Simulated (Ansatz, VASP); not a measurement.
LiCl in VASP and in Ansatz

INCAR

```
PREC     = Accurate       # precision mode
ENCUT    = 520            # plane-wave cutoff, eV
EDIFF    = 1E-6           # SCF threshold, eV
ISMEAR   = 0              # smearing method
SIGMA    = 0.02           # smearing width, eV
LREAL    = F              # projectors in reciprocal space
LASPH    = T              # aspherical terms in the spheres
NELM     = 80             # most SCF steps
ALGO     = Normal         # electronic algorithm
ISIF     = 2              # what is computed and relaxed
LWAVE    = F              # write WAVECAR
LCHARG   = F              # write CHGCAR
GGA      = PS             # functional
NBANDS   = 12             # bands
```

KPOINTS

```
regular mesh
0
Gamma
  8 8 8
```

POSCAR

```
LiCl
1.0
    0.0000000000      2.5647600000      2.5647600000
    2.5647600000      0.0000000000      2.5647600000
    2.5647600000      2.5647600000      0.0000000000
Li Cl
1 1
Direct
    0.0000000000      0.0000000000      0.0000000000
    0.5292425022      0.4707574978      0.5292425022
```

Input for Ansatz:

```yaml
crystal:
  lattice:
    - [0.0, 2.56476, 2.56476]
    - [2.56476, 0.0, 2.56476]
    - [2.56476, 2.56476, 0.0]
  atoms:
    - { symbol: Li, position: [0.0, 0.0, 0.0] }
    - { symbol: Cl, position: [0.5292425022, 0.4707574978, 0.5292425022] }
basis:
  ecutwfc: 420
kpoints:
  mp_grid: { grid: [8, 8, 8] }
hamiltonian:
  xc: pbesol
scf:
  occupations: { method: gaussian, width: 0.02 }
output:
  forces: true
  stress: true
  eigenvalues: true
```

Change from the starting cell: one atom moved.

Alike in both runs: task single point; functional PBEsol; k mesh 8 × 8 × 8; occupations gaussian, width 0.02 eV; no spin polarisation.

|  | VASP | Ansatz |
| --- | --- | --- |
| version | VASP 6.6.1 | Ansatz 0.2.0 |
| potentials or method | VASP PAW PBE potentials, release 64 (Li_sv, Cl) | scalar-relativistic, plane waves, PAW |
| plane-wave cutoff (eV) | 520 | 420 |
| valence electrons in the cell | 10 | 10 |

Ansatz gave:

| Item | Value |
| --- | --- |
| gap on the k mesh at the Fermi level (eV) | 6.12 |
| least direct gap on the mesh (eV) | 6.12 |
| rms of the force components (eV/Å) | 0.072 |

Problem. Estimate VASP's values.

Solution. gap on the k mesh at the Fermi level (eV): 6.13; least direct gap on the mesh (eV): 6.13; rms of the force components (eV/Å): 0.074.

Atom by atom the forces differ by 0.002 eV/Å (rms over components). The functional is the same, so the differences come from potentials, cutoffs and numerics.

Caveats: the PAW data sets were made with another functional, which shifts forces and pressure a little (VASP). A k mesh can miss the band edges.
